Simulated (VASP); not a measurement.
# TaAs (I4_1md) in VASP: a series of runs, part 2 of 2

VASP 6.6.1. Earlier steps stand in the parts before.

### 3 Relaxation of cell and atoms, PBEsol

Contents of INCAR:

```
SYSTEM = TaAs
  ALGO = Fast
  EDIFF = 1E-7
  EDIFFG = -0.01
  ENCUT = 600
  GGA = PS
  IBRION = 2
  ISIF = 3
  ISMEAR = -1
  LASPH = .TRUE.
  LCHARG = .FALSE.
  LEFG = .TRUE.
  LREAL = .FALSE.
  LWAVE = .FALSE.
  NELM = 60
  NSW = 80
  PREC = Accurate
  SIGMA = 0.05
```

Contents of KPOINTS:

```
k-points
0
G
  13 13 13
  0 0 0
```

Contents of POSCAR:

```
TaAs                                    
1.0
   -1.7218133622      1.7218133622      5.8679415361
    1.7218133622     -1.7218133622      5.8679415361
    1.7218133622      1.7218133622     -5.8679415361
  Ta              As            
     2     2
Direct
     0.5000572083055702    0.0000572083055703    0.5000000000000000
     0.7500572083055702    0.7500572083055702    1.0000000000000000
     0.0825422116944309    0.5825422116944309    0.5000000000000000
     0.3325422116944309    0.3325422116944309    0.0000000000000000
```

Potentials or basis: VASP PAW PBE potentials, release 64 (Ta_pv, As).

Run with:

```console
> cat potpaw_PBE.64/Ta_pv/POTCAR potpaw_PBE.64/As/POTCAR > POTCAR
> mpirun -np 1 vasp_std > vasp.out
```

OUTCAR:

```text
SYSTEM = TaAs
   EDIFF = 1E-7
   EDIFFG = -0.01
   ENCUT = 600
   GGA = PS
   IBRION = 2
   ISIF = 3
   ISMEAR = -1
   LASPH = .TRUE.
   LREAL = .FALSE.
   NELM = 60
   NSW = 80
   PREC = Accurate

 ion  position               nearest neighbor table
   1  0.500  0.000  0.500-   4 2.61   4 2.61   3 2.62   3 2.62   3 2.62   3 2.62   2 3.40   2 3.40
                             2 3.40   2 3.40
   2  0.750  0.750  0.000-   3 2.61   3 2.61   4 2.62   4 2.62   4 2.62   4 2.62   1 3.40   1 3.40
                             1 3.40   1 3.40
   3  0.083  0.583  0.500-   2 2.61   2 2.61   1 2.62   1 2.62   1 2.62   1 2.62
   4  0.333  0.333  0.000-   1 2.61   1 2.61   2 2.62   2 2.62   2 2.62   2 2.62

  LATTYP: Found a body centered tetragonal cell.
 ALAT       =     3.4436267244
[... 993 lines left out ...]
   1      14.784   -19.249     4.466    -0.000    -0.000    -0.000
   2     -19.249    14.784     4.466    -0.000    -0.000    -0.000
   3      -6.854   -15.285    22.139     0.000     0.000     0.000
   4     -15.285    -6.854    22.139     0.000     0.000     0.000
---------------------------------------------------------------------

 Electric field gradients after diagonalization (V/A^2)
 (convention: |V_zz| > |V_xx| > |V_yy|)
----------------------------------------------------------------------
 ion       V_xx      V_yy      V_zz     asymmetry (V_yy - V_xx)/ V_zz
----------------------------------------------------------------------
   1      14.784     4.466   -19.249       0.536
   2      14.784     4.466   -19.249       0.536
   3     -15.285    -6.854    22.139       0.381
   4     -15.285    -6.854    22.139       0.381
----------------------------------------------------------------------

           NMR quadrupolar parameters

 Cq : quadrupolar parameter    Cq=e*Q*V_zz/h
 eta: asymmetry parameters     (V_yy - V_xx)/ V_zz
 Q  : nuclear electric quadrupole moment in mb (millibarn)
----------------------------------------------------------------------
 ion       Cq(MHz)       eta       Q (mb)
----------------------------------------------------------------------
   1      -0.047       0.536       1.000
   2      -0.047       0.536       1.000
   3       0.054       0.381       1.000
   4       0.054       0.381       1.000
----------------------------------------------------------------------

 reached required accuracy - stopping structural energy minimisation
```

CONTCAR:

```text
TaAs
   1.00000000000000
    -1.7164454313170365    1.7164454313170365    5.7971037276094703
     1.7164454313170365   -1.7164454313170365    5.7971037276094703
     1.7164454313170365    1.7164454313170365   -5.7971037276094703
  Ta              As
     2     2
Direct
     0.5003120182781607    0.0003120182781607    0.5000000000000000
     0.7503120182781607    0.7503120182781607    0.0000000000000000
     0.0822874017218404    0.5822874017218403    0.5000000000000000
     0.3322874017218405    0.3322874017218405    1.0000000000000000

  0.00000000E+00  0.00000000E+00  0.00000000E+00
  0.00000000E+00  0.00000000E+00  0.00000000E+00
  0.00000000E+00  0.00000000E+00  0.00000000E+00
  0.00000000E+00  0.00000000E+00  0.00000000E+00
```

It took 2.8 h on 1 thread of Intel Xeon Platinum 8259CL at 2.50GHz (Skylake/Cascade Lake), shared host; peak memory 0.66 GiB.

What came out:

- Free energy: -37.7308 eV
- Relaxed volume: 17.08 Å³/atom
- Relaxed cell: a = 6.285 Å, b = 6.285 Å, c = 6.285 Å, α = 148.30°, β = 148.30°, γ = 45.44°
- Space group after relaxing (to 0.05 Å): I4_1md (No. 109)
- Energy gained by relaxing: 3.5 meV/atom
- Ionic steps: 10
- Pressure after relaxing: 0.0 GPa
- Band gap on the k mesh: none (metal or under the smearing width)

The path:
```tsv
step	energy change (eV)	largest force (eV/Å)	pressure (GPa)	volume (Å³)
1	0.0000	0.0027	-3.24	69.59
2	0.0340	0.0640	6.98	66.11
3	-0.0128	0.0175	0.04	68.36
4	-0.0128	0.0179	0.11	68.34
5	-0.0138	0.0360	0.07	68.32
6	-0.0139	0.0443	0.05	68.31
7	-0.0140	0.0059	-0.10	68.35
8	-0.0140	0.0045	-0.07	68.35
9	-0.0140	0.0046	0.12	68.28
10	-0.0140	0.0006	0.01	68.32
```

Final structure:
```xyz
4
Lattice="-1.7164 1.7164 5.7971 1.7164 -1.7164 5.7971 1.7164 1.7164 -5.7971" Properties=species:S:1:pos:R:3 pbc="T T T"
Ta    0.0000    1.7164    0.0036
Ta    0.0000    0.0000    8.6993
As    1.7164    0.0000    0.9541
As    1.7164    1.7164   -1.9445
```

Electric field gradients, principal values (V/Å²):
```
atom     Vxx      Vyy      Vzz
1 Ta   4.466   14.784  -19.249
2 Ta   4.466   14.784  -19.249
3 As  -6.854  -15.285   22.139
4 As  -6.854  -15.285   22.139
```

Caveat: the PAW data sets were made with another functional, which shifts forces and pressure a little. Spin-orbit coupling is left out, which matters for the levels of Ta.

### 4 Relaxation of the atoms, PBEsol (a relaxed cell with its volume scaled by 0.98)

Changes to INCAR since step 3:

```diff
@@ -4,6 +4,6 @@
   EDIFFG = -0.01
-  ENCUT = 600
+  ENCUT = 520
   GGA = PS
   IBRION = 2
-  ISIF = 3
+  ISIF = 2
   ISMEAR = -1
```

KPOINTS is that of step 3.

Changes to POSCAR since step 3:

```diff
@@ -2,5 +2,5 @@
 1.0
-   -1.7218133622      1.7218133622      5.8679415361
-    1.7218133622     -1.7218133622      5.8679415361
-    1.7218133622      1.7218133622     -5.8679415361
+   -1.7102572196      1.7102572196      5.8285581915
+    1.7102572196     -1.7102572196      5.8285581915
+    1.7102572196      1.7102572196     -5.8285581915
   Ta              As
```

Run with:

```console
> cat potpaw_PBE.64/Ta_pv/POTCAR potpaw_PBE.64/As/POTCAR > POTCAR
> mpirun -np 1 vasp_std > vasp.out
```

Run time: 15 min. Hardware: 1 thread of Intel Xeon Platinum 8259CL at 2.50GHz (Skylake/Cascade Lake), shared host; peak memory 0.5 GiB.

It converged, with:

* Free energy: -37.7280 eV
* Pressure after relaxing: 0.5 GPa
* Largest force after relaxing: 0.006 eV/Å
* Band gap on the k mesh: none (metal or under the smearing width)

Forces in eV/Å, atoms in the order of the input:
```
Ta   0.000  0.000  0.006
Ta   0.000  0.000  0.006
As   0.000  0.000 -0.006
As   0.000  0.000 -0.006
```

Stress tensor (GPa, compression positive):
```
 1.01  0.00  0.00
 0.00  1.01  0.00
 0.00  0.00 -0.40
```

Final structure:
```
CELL_PARAMETERS angstrom
-1.71026 1.71026 5.82856
1.71026 -1.71026 5.82856
1.71026 1.71026 -5.82856
ATOMIC_POSITIONS crystal
Ta 0.50006 0.00006 0.50000
Ta 0.75006 0.75006 0.00000
As 0.08254 0.58254 0.50000
As 0.33254 0.33254 0.00000
```

Levels at points of the mesh, in eV from the Fermi level:
```csv
k point,band 14,band 15,band 16,band 17,band 18,band 19
"(0.00, 0.00, 0.00)",-2.01,-1.63,-1.63,0.94,1.62,2.38
```

Electric field gradients, principal values (V/Å²):
| atom | Vxx | Vyy | Vzz |
| --- | --- | --- | --- |
| 1 Ta | 10.067 | 14.488 | -24.555 |
| 2 Ta | 10.067 | 14.488 | -24.555 |
| 3 As | -6.031 | -15.784 | 21.815 |
| 4 As | -6.031 | -15.784 | 21.815 |

Caveat: the relaxation stopped at its first step, so nothing moved; the PAW data sets were made with another functional, which shifts forces and pressure a little. Spin-orbit coupling is left out, which matters for the levels of Ta.

### 5 Relaxation of the atoms, PBEsol (a relaxed cell with its volume scaled by 1.02)

INCAR is that of step 4.

KPOINTS is that of step 4.

Changes to POSCAR since step 4:

```diff
@@ -2,5 +2,5 @@
 1.0
-   -1.7102572196      1.7102572196      5.8285581915
-    1.7102572196     -1.7102572196      5.8285581915
-    1.7102572196      1.7102572196     -5.8285581915
+   -1.7332164320      1.7332164320      5.9068032086
+    1.7332164320     -1.7332164320      5.9068032086
+    1.7332164320      1.7332164320     -5.9068032086
   Ta              As
```

Run with:

```console
> cat potpaw_PBE.64/Ta_pv/POTCAR potpaw_PBE.64/As/POTCAR > POTCAR
> mpirun -np 1 vasp_std > vasp.out
```

Run time: 18 min. Hardware: 1 thread of Intel Xeon Platinum 8259CL at 2.50GHz (Skylake/Cascade Lake), shared host; peak memory 0.52 GiB.

Results (log left out):

```
Free energy               : -37.6733 eV
Energy gained by relaxing : 0.0 meV/atom
Ionic steps               : 2
Pressure after relaxing   : -6.6 GPa
Band gap on the k mesh    : none (metal or under the smearing width)
```

Stress tensor (GPa, compression positive):
```
-6.54  0.00  0.00
 0.00 -6.54  0.00
 0.00  0.00 -6.80
```

Final structure:
```yaml
crystal:
  lattice:
    - [-1.73322, 1.73322, 5.90680]
    - [1.73322, -1.73322, 5.90680]
    - [1.73322, 1.73322, -5.90680]
  atoms:
    - { symbol: Ta, position: [0.50001, 0.00001, 0.50000] }
    - { symbol: Ta, position: [0.75001, 0.75001, 0.00000] }
    - { symbol: As, position: [0.08259, 0.58259, 0.50000] }
    - { symbol: As, position: [0.33259, 0.33259, 0.00000] }
```

Levels at points of the mesh, in eV from the Fermi level:
```csv
k point,band 14,band 15,band 16,band 17,band 18,band 19
"(0.00, 0.00, 0.00)",-1.91,-1.60,-1.60,0.89,1.53,2.26
```

Electric field gradients, principal values (V/Å²):
| atom | Vxx | Vyy | Vzz |
| --- | --- | --- | --- |
| 1 Ta | 10.791 | 10.811 | -21.603 |
| 2 Ta | 10.791 | 10.811 | -21.603 |
| 3 As | -6.117 | -13.428 | 19.544 |
| 4 As | -6.117 | -13.428 | 19.544 |

Caveat: the PAW data sets were made with another functional, which shifts forces and pressure a little. The run has no spin-orbit coupling, so splittings on Ta are missing.

### 6 Overview

| task | cell | cutoff (eV) | gap on the mesh (eV) | pressure (GPa) |
| --- | --- | --- | --- | --- |
| relaxation of the atoms | atoms relaxed | 520 | none | -3.2 |
| relaxation of cell and atoms | relaxed | 600 | none | 0.0 |
| relaxation of the atoms | atoms relaxed from: a relaxed cell with its volume scaled by 0.98 | 520 | none | 0.5 |
| relaxation of the atoms | atoms relaxed from: a relaxed cell with its volume scaled by 1.02 | 520 | none | -6.6 |

Alike in all rows: level PBEsol; potentials or basis VASP PAW PBE potentials, release 64 (Ta_pv, As); no spin polarisation; k mesh 13 × 13 × 13; smearing fermi-dirac 0.05 eV.

Caveats: the PAW data sets were made with another functional, which shifts forces and pressure a little; the relaxation stopped at its first step, so nothing moved (some runs).

Absolute energies hang on the potentials; compare differences alone.
